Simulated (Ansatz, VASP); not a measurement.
# Two plane-wave programs on Sb

```xyz
1
Lattice="2.9072 0.0000 0.0000 0.0000 2.9072 0.0000 0.0000 0.0000 3.2864" Properties=species:S:1:pos:R:3 pbc="T T T"
Sb    0.0000    0.0000    0.0000
```

Change from the starting cell: strain -0.080 along x and y, +0.040 along z, atoms carried along.

Alike in both runs: task single point; functional PBEsol; k mesh 16 × 16 × 16; occupations gaussian, width 0.15 eV; no spin polarisation.

|  | VASP | Ansatz |
| --- | --- | --- |
| version | VASP 6.6.1 | Ansatz 0.2.0 |
| potentials or method | VASP PAW PBE potentials, release 64 (Sb) | scalar-relativistic, plane waves, PAW |
| plane-wave cutoff (eV) | 520 | 420 |
| valence electrons in the cell | 5 | 15 |

|  | VASP | Ansatz | Ansatz less VASP |
| --- | --- | --- | --- |
| gap on the k mesh at the Fermi level (eV) | none | none | - |
| pressure (GPa) | 4.5 | 4.2 | -0.23 |
| largest component of the traceless stress (GPa) | 10.08 | 9.93 | -0.146 |

A gap of «none» marks a metal or a gap that the smearing closes. The two sets of potentials don't hold the same shells in valence.

Caveats: the PAW data sets were made with another functional, which shifts forces and pressure a little (VASP). The runs have no spin-orbit coupling, so splittings on Sb are missing.
